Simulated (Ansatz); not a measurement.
Runs of Ansatz 0.2.0 on Hf. The structure is cubic, space group Fm-3m (No. 225). The conventional cell has a = 4.440 Å, b = 4.440 Å, c = 4.440 Å, α = 90.00°, β = 90.00°, γ = 90.00°. Hf (site symmetry m-3m) has 12 Hf at 3.14 Å as nearest neighbours. This isn't the form of Hf at room conditions, which is hcp.

| task | level | spin | cutoff (eV) | q mesh | points for each segment of the path | atoms under strain | gap on the mesh (eV) | pressure (GPa) | V0 of scaled cells (Å³/atom) | B0 (GPa) |
| --- | --- | --- | --- | --- | --- | --- | --- | --- | --- | --- |
| phonons | PBEsol | off | 420 | 2 × 2 × 2 | 8 | - | none | - | - | - |
| elastic constants | PBEsol | off | 420 | - | - | clamped | none | -1.7 | - | - |
| equation of state | r2SCAN | off | 500 | - | - | - | - | - | (a) | 98 |
| band structure | PBEsol | SOC, no magnetisation | 420 | - | 14 | - | none | (b) | - | - |
| equation of state | LDA | off | 420 | - | - | - | - | - | 20.77 | 121 |

Alike in all rows: potentials or basis Ansatz PAW; cell as given; k mesh 10 × 10 × 10; smearing fermi-dirac 0.05 eV.

**Question.** Estimate the missing entries.

**Answer.** (a) 22.43; (b) -2.0.

Caveats: the PAW data sets come from PBE, with cores solved anew for the run's functional, which leaves a small shift of forces and pressure (some runs); elastic constants of metals need much finer meshes, so these are rough (some runs); the PAW data sets were made with another functional, which shifts forces and pressure a little (some runs).

A k mesh can miss the band edges, and rows without SOC leave out spin-orbit coupling on Hf.

A gap of «none» marks a metal or a gap under the smearing width.
